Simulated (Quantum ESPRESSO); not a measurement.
# HfO2 (Fm-3m): modes at Γ and the response to a field, part 4 of 4

Aim: the zone-centre modes of HfO2 (Fm-3m).

Quantum ESPRESSO 7.5; DFT PBEsol, scalar-relativistic, plane waves, PseudoDojo norm-conserving pseudopotentials.

So far. Step 5 (Zone-centre response): The acoustic modes at Γ come out as far as 1.8 cm⁻¹ from zero, where they should vanish, a small numerical error; the Born charges miss their sum rule by 5.0e-4 e, which is good. Step 6 (Modes with the sum rule): The rule moves no optical mode by more than 0.1 cm⁻¹.

## Step 8: A frozen mode

The atoms are moved along one mode, by 0.015 Å at most in any Cartesian component, and the restoring forces give its frequency without the response code: a check of the response kernel of this functional.

Input file frozen.in:

```
&control
   calculation = 'scf'
   prefix = 'x'
   outdir = './tmp'
   pseudo_dir = './pseudo'
   tprnfor = .true.
/
&system
   ibrav = 2
   celldm(1) = 9.48964512
   nat = 3
   ntyp = 2
   ecutwfc = 92.0
   occupations = 'fixed'
   nbnd = 14
/
&electrons
   conv_thr = 1.0d-11
   mixing_beta = 0.7
   electron_maxstep = 100
/
ATOMIC_SPECIES
 Hf    178.4900  Hf.upf
 O      15.9990  O.upf
ATOMIC_POSITIONS crystal
 Hf    -0.000227589  -0.000843396  -0.000031945
 O      0.751269565   0.754704503   0.750178438
 O      0.251269565   0.254704503   0.250178438
K_POINTS automatic
 8 8 8 0 0 0
```

Command:

```bash
$ OMP_NUM_THREADS=1 mpirun -n 4 pw.x -nk 4 -in frozen.in > frozen.out
```

Log:

```text
[banner, memory and clock lines left out]
Program PWSCF v.7.5

     G-vector sticks info

     bravais-lattice index     =            2
     lattice parameter (alat)  =       9.4896  a.u.
     unit-cell volume          =     213.6436 (a.u.)^3
     number of atoms/cell      =            3
     number of atomic types    =            2
     number of electrons       =        24.00
     number of Kohn-Sham states=           14
     kinetic-energy cutoff     =      92.0000  Ry
     charge density cutoff     =     368.0000  Ry
     scf convergence threshold =      1.0E-11
     mixing beta               =       0.7000
     number of iterations used =            8  plain     mixing
     Exchange-correlation= PBESOL
                           (   1   4  10   8   0   0   0)

     celldm(1)=   9.489645  celldm(2)=   0.000000  celldm(3)=   0.000000
     celldm(4)=   0.000000  celldm(5)=   0.000000  celldm(6)=   0.000000

     crystal axes: (cart. coord. in units of alat)
               a(1) = (  -0.500000   0.000000   0.500000 )
               a(2) = (   0.000000   0.500000   0.500000 )
               a(3) = (  -0.500000   0.500000   0.000000 )

     reciprocal axes: (cart. coord. in units 2 pi/alat)
               b(1) = ( -1.000000 -1.000000  1.000000 )
               b(2) = (  1.000000  1.000000  1.000000 )
               b(3) = ( -1.000000  1.000000 -1.000000 )

     PseudoPot. # 1 for Hf read from file:
     ./pseudo/Hf.upf
     Pseudo is Norm-conserving + core correction, Zval = 12.0
     Using radial grid of 1656 points,  8 beta functions with:
                l(1) =   0
                l(2) =   0
                l(3) =   1
                l(4) =   1
                l(5) =   2
                l(6) =   2
                l(7) =   3
                l(8) =   3

     PseudoPot. # 2 for O  read from file:
     ./pseudo/O.upf
     Pseudo is Norm-conserving + core correction, Zval =  6.0
     Using radial grid of  936 points,  5 beta functions with:
                l(1) =   0
                l(2) =   0
                l(3) =   1
                l(4) =   1
                l(5) =   2

     atomic species   valence    mass     pseudopotential
     Hf               12.00   178.49000     Hf( 1.00)
     O                 6.00    15.99900     O ( 1.00)

     No symmetry found

   Cartesian axes

     site n.     atom                  positions (alat units)
         1        Hf     tau(   1) = (   0.0001298  -0.0004377  -0.0005355  )
         2        O      tau(   2) = (  -0.7507240   0.7524415   0.7529870  )
         3        O      tau(   3) = (  -0.2507240   0.2524415   0.2529870  )

     number of k points=   260

     Number of k-points >= 100: set verbosity='high' to print them.

     Dense  grid:    25509 G-vectors     FFT dimensions: (  45,  45,  45)

     Initial potential from superposition of free atoms

     starting charge      23.9983, renormalised to      24.0000
     Starting wfcs are   18 randomized atomic wfcs

     per-process dynamical memory:    67.5 Mb

     Self-consistent Calculation

     iteration #  1     ecut=    92.00 Ry     beta= 0.70
     Davidson diagonalization with overlap
     ethr =  1.00E-02,  avg # of iterations =  2.0

     total energy              =    -178.68409881 Ry
     estimated scf accuracy    <       0.99097734 Ry

     iteration #  2     ecut=    92.00 Ry     beta= 0.70
     Davidson diagonalization with overlap
     ethr =  4.13E-03,  avg # of iterations =  3.9

     total energy              =    -178.91617765 Ry
     estimated scf accuracy    <       1.27790978 Ry

     iteration #  3     ecut=    92.00 Ry     beta= 0.70
     Davidson diagonalization with overlap
     ethr =  4.13E-03,  avg # of iterations =  2.3

     total energy              =    -179.13656763 Ry
     estimated scf accuracy    <       0.01434920 Ry

     iteration #  4     ecut=    92.00 Ry     beta= 0.70
     Davidson diagonalization with overlap
     ethr =  5.98E-05,  avg # of iterations =  5.4

     total energy              =    -179.15446545 Ry
     estimated scf accuracy    <       0.07155680 Ry

     iteration #  5     ecut=    92.00 Ry     beta= 0.70
     Davidson diagonalization with overlap
     ethr =  5.98E-05,  avg # of iterations =  3.2

     total energy              =    -179.17009317 Ry
     estimated scf accuracy    <       0.00649458 Ry

     iteration #  6     ecut=    92.00 Ry     beta= 0.70
     Davidson diagonalization with overlap
     ethr =  2.71E-05,  avg # of iterations =  3.8

     total energy              =    -179.15221654 Ry
     estimated scf accuracy    <       0.04133797 Ry

     iteration #  7     ecut=    92.00 Ry     beta= 0.70
     Davidson diagonalization with overlap
     ethr =  2.71E-05,  avg # of iterations =  4.2

     total energy              =    -179.16020898 Ry
     estimated scf accuracy    <       0.00001233 Ry

     iteration #  8     ecut=    92.00 Ry     beta= 0.70
     Davidson diagonalization with overlap
     ethr =  5.14E-08,  avg # of iterations =  7.5

     total energy              =    -179.16019889 Ry
     estimated scf accuracy    <       0.00054080 Ry

     iteration #  9     ecut=    92.00 Ry     beta= 0.70
     Davidson diagonalization with overlap
     ethr =  5.14E-08,  avg # of iterations =  5.8

     total energy              =    -179.16034709 Ry
     estimated scf accuracy    <       0.00002445 Ry

     iteration # 10     ecut=    92.00 Ry     beta= 0.70
     Davidson diagonalization with overlap
     ethr =  5.14E-08,  avg # of iterations =  1.0

     total energy              =    -179.16034177 Ry
     estimated scf accuracy    <       0.00001765 Ry

     iteration # 11     ecut=    92.00 Ry     beta= 0.70
     Davidson diagonalization with overlap
     ethr =  5.14E-08,  avg # of iterations =  2.0

     total energy              =    -179.16034225 Ry
     estimated scf accuracy    <       0.00000347 Ry

     iteration # 12     ecut=    92.00 Ry     beta= 0.70
     Davidson diagonalization with overlap
     ethr =  1.45E-08,  avg # of iterations =  2.2

     total energy              =    -179.16034213 Ry
     estimated scf accuracy    <       0.00000114 Ry

     iteration # 13     ecut=    92.00 Ry     beta= 0.70
     Davidson diagonalization with overlap
     ethr =  4.76E-09,  avg # of iterations =  3.6

     total energy              =    -179.16034241 Ry
     estimated scf accuracy    <       0.00000002 Ry

     iteration # 14     ecut=    92.00 Ry     beta= 0.70
     Davidson diagonalization with overlap
     ethr =  8.41E-11,  avg # of iterations =  4.8

     total energy              =    -179.16034243 Ry
     estimated scf accuracy    <       0.00000004 Ry

     iteration # 15     ecut=    92.00 Ry     beta= 0.70
     Davidson diagonalization with overlap
     ethr =  8.41E-11,  avg # of iterations =  2.0

     total energy              =    -179.16034243 Ry
     estimated scf accuracy    <          4.3E-09 Ry

     iteration # 16     ecut=    92.00 Ry     beta= 0.70
     Davidson diagonalization with overlap
     ethr =  1.79E-11,  avg # of iterations =  3.9

     total energy              =    -179.16034243 Ry
     estimated scf accuracy    <          4.6E-11 Ry

     iteration # 17     ecut=    92.00 Ry     beta= 0.70
     Davidson diagonalization with overlap
     ethr =  1.93E-13,  avg # of iterations =  3.6

     total energy              =    -179.16034243 Ry
     estimated scf accuracy    <          2.3E-11 Ry

     iteration # 18     ecut=    92.00 Ry     beta= 0.70
     Davidson diagonalization with overlap
     ethr =  1.00E-13,  avg # of iterations =  3.0

     End of self-consistent calculation

     Number of k-points >= 100: set verbosity='high' to print the bands.

     highest occupied, lowest unoccupied level (ev):    12.7018   16.4841

!    total energy              =    -179.16034243 Ry
     estimated scf accuracy    <          5.2E-13 Ry

     The total energy is the sum of the following terms:
     one-electron contribution =     -24.18878372 Ry
     hartree contribution      =      27.03176050 Ry
     xc contribution           =     -45.04384200 Ry
     ewald contribution        =    -136.95947721 Ry

     convergence has been achieved in  18 iterations

     Forces acting on atoms (cartesian axes, Ry/au):

     atom    1 type  1   force =    -0.00093988    0.00316799    0.00387492
     atom    2 type  2   force =     0.00071350   -0.00165628   -0.00199656
     atom    3 type  2   force =     0.00022638   -0.00151172   -0.00187835

     Total force =     0.006248     Total SCF correction =     0.000000

     XML data file, charge density, pseudopotentials, collected wavefunctions
```

Run time: 2.2 min. Hardware: 4 MPI ranks of Arm Neoverse V1, shared host; 8.9 min of CPU time.

Read from the output:

```yaml
gap_on_the_k_mesh: 3.782 eV
frequency_from_the_forces: 237.6 cm⁻¹
frequency_from_linear_response: 236.9 cm⁻¹
```

The forces give 237.6 cm⁻¹ against 236.9 cm⁻¹ from linear response after the sum rule.

## Step 9: The LO-TO splitting (1 0 0)

A longitudinal polar mode sets up a macroscopic field that stiffens it; the term hangs on the direction from which q goes to zero.

Input file dynmat.in:

```
&input
   fildyn = 'g.dyn'
   asr = 'simple'
   fileig = 'dynmat.eig'
   q(1) = 1.0
   q(2) = 0.0
   q(3) = 0.0
/
```

Command:

```bash
$ dynmat.x -in dynmat.in > dynmat.out
```

Log:

```text
[banner, memory and clock lines left out]
Program DYNMAT v.7.5

     Reading Dynamical Matrix from file g.dyn
     ...Force constants read
     ...epsilon and Z* read

     Polarizability (A^3 units)
     multiply by 0.414988 for Clausius-Mossotti correction
        10.654502   -0.000000    0.000000
        -0.000000   10.654502    0.000000
        -0.000000   -0.000000   10.654502

     IR activities are in (D/A)^2/amu units

# mode   [cm-1]    [THz]      IR
    1      0.00    0.0000    0.0000
    2      0.00    0.0000    0.0000
    3      0.00    0.0000    0.0000
    4    236.94    7.1033   25.8987
    5    236.94    7.1033   25.8987
    6    585.74   17.5601    0.0000
    7    585.74   17.5601    0.0000
    8    585.74   17.5601    0.0000
    9    624.34   18.7174   25.8987

[end of the log left out, with the tail of the file of modes that dynmat.x writes under the same name]
```

The job ended after 0.45 s (1 thread).

Numbers from this step:

| Quantity | Value |
| --- | --- |
| highest mode moved by the LO-TO term | 624.3 cm⁻¹ |

Zone-centre frequencies as printed; negative means imaginary. Modes:

| mode | frequency (cm⁻¹) |
| --- | --- |
| 1 | 0 |
| 2 | 0 |
| 3 | 0 |
| 4 | 236.9 |
| 5 | 236.9 |
| 6 | 585.7 |
| 7 | 585.7 |
| 8 | 585.7 |
| 9 | 624.3 |

The field moves one mode, from 237 to 624 cm⁻¹; the others stay.

## Step 10: Outcome

| Quantity | Value |
| --- | --- |
| space group after relaxation | Fm-3m |
| volume per atom | 10.6 Å³ |
| gap on the k-mesh | 3.78 eV |
| highest optical zone-centre mode (no LO-TO term) | 585.7 cm⁻¹ |
| lowest optical zone-centre mode | 236.9 cm⁻¹ |
| highest mode moved by the LO-TO term | 624.3 cm⁻¹ |
| mean high-frequency dielectric constant | 5.23 |
| largest Born charge in size (third of the trace) | 5.52 e |
| mean static dielectric constant | 36.3 |
| imaginary optical modes at the zone centre (no q mesh in this session) | none |

**Reading.** At the PBEsol level the optical modes of HfO2 (Fm-3m) at the zone centre (no LO-TO term) run from 237 to 586 cm⁻¹. Along the directions run, the highest mode that the macroscopic field moves lies at 624 cm⁻¹. Lattice motion raises the mean dielectric constant from 5.229 to 36.31. The Born charge of Hf is 5.519 e against a formal charge of +4: displacements drive charge along the bonds, a mark of mixed ionic and covalent bonding and of large LO-TO splittings. Of the 6 optical modes, 3 are infrared active alone and 3 are Raman active alone; inversion symmetry keeps the two sets apart. These are harmonic frequencies at zero temperature: anharmonic shifts and linewidths and thermal expansion are left out. Spin-orbit coupling is left out, which can matter for the heavy elements here.

[Host names and launcher messages were left out of these logs when they were recorded.]

[Logs are printed without paths, hosts, clocks, repeated set-up lines and the standing remarks that a program may print on its own settings, such as how far it seeks lower states.]

[Hosts, paths, dates, database ids (printed as entryN), source tags and the programs' standing remarks are cut or masked in the printed files.]
